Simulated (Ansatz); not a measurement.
BaTiO3: pressure against volume per atom

All results are calculated (Ansatz 0.2.0). Periodic Kohn-Sham DFT of a crystal at fixed atoms; pressure and stress are positive in compression; the energy is the free energy less that of spherical unpolarised free atoms; site moments are those in the method's own spheres, positive along +z.

Cell of the first row (space group P4mm, No. 99):
```
CELL_PARAMETERS angstrom
3.91810 0.00000 0.00000
0.00000 3.91810 0.00000
0.00000 0.00000 3.93600
ATOMIC_POSITIONS crystal
Ba 0.00000 0.00000 0.00000
Ti 0.50000 0.50000 0.48200
O 0.50000 0.50000 0.01600
O 0.50000 0.00000 0.51500
O 0.00000 0.50000 0.51500
```

Settings of every row: method frozen-core PAW; functional PBEsol; relativity scalar; k mesh 7x7x7; filling fermi-dirac; smearing width 0.08 eV; wave cutoff 420 eV; paw set soft_2.

Atom start moment: 0 on all atoms.

Limits: PAW files made with PBE; no spin-orbit coupling on heavy atoms.

```
row  volume per atom (Å³)  pressure (GPa)
  1                12.085           7.901
  2                12.342           3.625
  3                12.599          -0.196
  4                12.728           -1.95
  5                12.856          -3.609
  6                12.985          -5.178
  7                13.113               ?
  8                13.371           -9.39
  9                13.628         -11.824
```

Question: what pressure should row 7 give?

Worked fit of pressure. Take u = (V_r/V)^(2/3) − 1 with V_r = 12.792 Å³ an atom, which is twice the finite (Eulerian) strain; such expansions in the strain, on which the Birch-Murnaghan equation of state is built, carry the rest volume and the bulk modulus. The shown rows have u = 0.03863, 0.02416, 0.01019, 0.00335, -0.00332, -0.00993, -0.02908, -0.04133. Least squares give pressure = −2.7922 + 247.533 × u + 730.76 × u² + 703 × u³ GPa; a parabola predicts inner rows, each left out in turn, worse (root mean square 0.011 against 0.0036 GPa). The rows lie off it by 0.000, 0.000, -0.003, 0.005, -0.003, 0.001, 0.000, 0.000 (root mean square 0.0023 GPa). The pressure vanishes at u = 0.0109, or V = 12.59 Å³ an atom, and there the bulk modulus at fixed shape and fractions is B = −V dP/dV = (2/3)(1 + u) dP/du = 178 GPa. Letting shape and atoms relax would as a rule lower it, by much in layered, chain or molecular crystals. The withheld row has u = -0.01639, so the fit gives −2.7922 + 247.533 × (-0.01639) + 730.76 × (-0.01639)² + 703 × (-0.01639)³ = -6.656 GPa.

The calculation gave -6.662 GPa. The fit lies 0.006 GPa (0.03 % of the column's range) above it; its largest miss of a shown row is 0.005 GPa.
